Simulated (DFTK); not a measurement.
Al:

```
Al
1.0
     2.81246    0.00000    0.00000
    -1.40623    2.43566    0.00000
     0.00000    0.00000    4.86685
Al
2
Direct
  0.33333 0.66667 0.25000
  0.66667 0.33333 0.75000
```

This isn't the form of Al at room conditions, which is fcc.

- Program: DFTK 0.8.2
- Task: single point
- Functional: PBE
- Potentials or basis: dojo.nc.sr.pbe.v0_4_1.standard.upf (PBE)
- Cutoff: 707 eV
- k mesh: 11 × 11 × 6
- Occupations: fermi-dirac, width 0.05 eV
- Spin: no spin polarisation

On this cell: pressure -0.1 GPa; largest force under 0.003 eV/Å; band gap on the k mesh none (metal or under the smearing width).

The same run follows on a disturbed copy (atoms moved at random, drawn with an rms of 0.05 Å):

```
CELL_PARAMETERS angstrom
2.81246 0.00000 0.00000
-1.40623 2.43566 0.00000
0.00000 0.00000 4.86685
ATOMIC_POSITIONS crystal
Al 0.31442 0.64697 0.24540
Al 0.66979 0.33912 0.75318
```

Task: What changes?

Result: The energy (extrapolated to zero smearing) moves by +2.2 meV/atom; pressure 0.0 GPa; largest force 0.137 eV/Å; band gap on the k mesh none (metal or under the smearing width).

Forces in eV/Å, atoms in the order of the input:
```
Al   0.024  0.046  0.127
Al  -0.024 -0.046 -0.127
```

Stress tensor (GPa, compression positive):
```
 1.58  0.02  0.03
 0.02  1.49  0.07
 0.03  0.07 -3.02
```
